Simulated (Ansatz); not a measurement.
ZrO2:
Space group P4₂/nmc, origin choice 1 (No. 137); a = 3.558 Å, b = 3.558 Å, c = 5.111 Å, α = 90.00°, β = 90.00°, γ = 90.00°

```tsv
atom	site	symmetry	x	y	z
Zr	2a	-4m2	0.0000	0.0000	0.0000
O	4d	2mm.	0.0000	0.5000	0.2071
```

Relaxed with LDA.

**Question.** Decompose the optical modes at the zone centre into irreducible representations, and say which are infrared and Raman allowed.

**Answer.** Point group 4/mmm: Γ_opt = A1g + A2u + 2B1g + B2u + 3Eg + 2Eu. Infrared: A2u, Eu. Raman: A1g, B1g, Eg.

**Question.** Assign frequencies (DFPT, DFT-LDA in the program Ansatz with PAW potentials; without the LO–TO term).

**Answer.** Eg 143, Eu 145, A1g 266, B1g 322, A2u 334, Eu 441, Eg 462, B1g 598, Eg 647, B2u 661 cm⁻¹.

Subscripts of B labels follow the axes of the standard setting.

Space group P4_2/nmc. This is a known high-temperature phase of the composition, computed here at zero pressure and temperature. The LDA relaxation kept the symmetry of its start; phonons on a q-mesh show no instability. The run is not spin-polarised.

Potentials: the later of the program's two PAW sets.
